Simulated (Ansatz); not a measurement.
# Sr: enthalpy under pressure, worked through

Computed with Ansatz 0.2.0, DFT r2SCAN, scalar-relativistic, plane waves, PAW. Settings: 500 eV cutoff, 12×12×6 k-mesh, Gaussian smearing of 0.10 eV, no spin polarisation.

Starting point, cell and atoms relaxed:

```
CELL_PARAMETERS angstrom
4.30626 0.00000 0.00000
-2.15313 3.72933 0.00000
0.00000 0.00000 7.11696
ATOMIC_POSITIONS crystal
Sr 0.33333 0.66667 0.25000
Sr 0.66667 0.33333 0.75000
```

Cell and atoms were relaxed at each target pressure within the start's symmetry (P6_3/mmc), at zero temperature; other phases can be more stable under pressure. H = E + PV with P the target; E is the free energy at the smearing used, whose derivative the pressure is, per atom and counted from zero pressure. The mesh named is that at zero pressure; some other pressures ran on another.

| P (GPa) | V (Å³/atom) | E − E0 (meV) | H − H0 (meV) |
| --- | --- | --- | --- |
| 0 | 57.147 | 0.0 | 0.0 |
| 2 | 49.859 | 41.9 | 664.3 |
| 5 | 42.750 | 191.8 | 1525.9 |
| 10 | 36.020 | 496.0 | 2744.2 |
| 20 | 28.662 | 1158.5 | 4736.4 |

Task: Thermodynamics gives dH/dP = V along a relaxed path. Integrate V over P by the trapezoid rule and compare with the computed enthalpies.

Result: With 1 eV/Å³ = 160.22 GPa, each step adds the mean volume times ΔP / 160.22:
```json
{"P (GPa)": "2", "∫V dP (meV)": "667.9", "H − H0 (meV)": "664.3", "difference (meV)": "3.6"}
{"P (GPa)": "5", "∫V dP (meV)": "1534.9", "H − H0 (meV)": "1525.9", "difference (meV)": "9.0"}
{"P (GPa)": "10", "∫V dP (meV)": "2764.0", "H − H0 (meV)": "2744.2", "difference (meV)": "19.8"}
{"P (GPa)": "20", "∫V dP (meV)": "4782.6", "H − H0 (meV)": "4736.4", "difference (meV)": "46.2"}
```

V(P) curves upward, so the trapezoid rule runs high; integrating a smooth curve through the same points puts that excess at about 41.6 meV at 20 GPa, against the 46.2 meV found. What is left comes from the shape of V(P) between points this far apart, and from the mesh, the smearing and the stress tolerance.

Task: At 20 GPa, how much of the enthalpy change is stored energy and how much is the PV term?

Result: E rises by 1158 meV/atom and PV is 20 × 28.662 / 160.22 = 3578 meV/atom, so PV makes 76 % of ΔH. So between rival structures at high pressure a small difference in volume can outweigh the difference in energy: 1 % of this volume is worth 35.8 meV/atom at this pressure.

Task: What bulk modulus do the lowest pressures give, and how is the compression shared among the axes?

Result: From the pressures that the runs reached, -1.99 GPa (73.021 Å³) and 1.99 GPa (49.859 Å³), B = −ΔP/Δln V = 3.98 / 0.3816 = 10 GPa, a mean over that range. The linear compressibilities −Δln(length)/ΔP are 33.42 along a, 33.42 along b, 28.88 along c (in TPa⁻¹). With fixed angles they add up to 1/B: 95.72 against 95.72. Softest: a and b, at 35 % of the volume change per axis.

This form isn't the element's structure at ambient conditions.